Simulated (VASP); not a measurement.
KMgF3:

```xyz
5
Lattice="3.9859 0.0000 0.0000 0.0000 3.9859 0.0000 0.0000 0.0000 3.9859" Properties=species:S:1:pos:R:3 pbc="T T T"
K     1.9929    1.9929    1.9929
Mg    0.0000    0.0000    0.0000
F     0.0000    0.0000    1.9929
F     0.0000    1.9929    0.0000
F     1.9929    0.0000    0.0000
```

```yaml
Program: VASP 6.6.1
Task: relaxation of cell and atoms
Functional: LDA
Potentials_or_basis: VASP PAW LDA potentials, release 64 (K_sv, Mg, F)
Cutoff: 600 eV
k_mesh: 6 × 6 × 6
Occupations: gaussian, width 0.02 eV
Spin: no spin polarisation
```

At the start: pressure -5.4 GPa; volume 12.67 Å³/atom.

Problem. Where does the relaxation end?

Solution. Over 3 steps the energy falls by 15.5 meV/atom and the volume is 11.80 Å³/atom (-6.8 %); space group Pm-3m (No. 221, to 0.05 Å).

Step by step:
| step | energy change (eV) | largest force (eV/Å) | pressure (GPa) | volume (Å³) |
| --- | --- | --- | --- | --- |
| 1 | 0.0000 | 0.0000 | -5.36 | 63.33 |
| 2 | -0.0764 | 0.0000 | -0.80 | 59.52 |
| 3 | -0.0777 | 0.0000 | -0.02 | 58.99 |

Final structure:
```xyz
5
Lattice="3.8929 0.0000 0.0000 0.0000 3.8929 0.0000 0.0000 0.0000 3.8929" Properties=species:S:1:pos:R:3 pbc="T T T"
K     1.9464    1.9464    1.9464
Mg    0.0000    0.0000    0.0000
F     0.0000    0.0000    1.9464
F     0.0000    1.9464    0.0000
F     1.9464    0.0000    0.0000
```
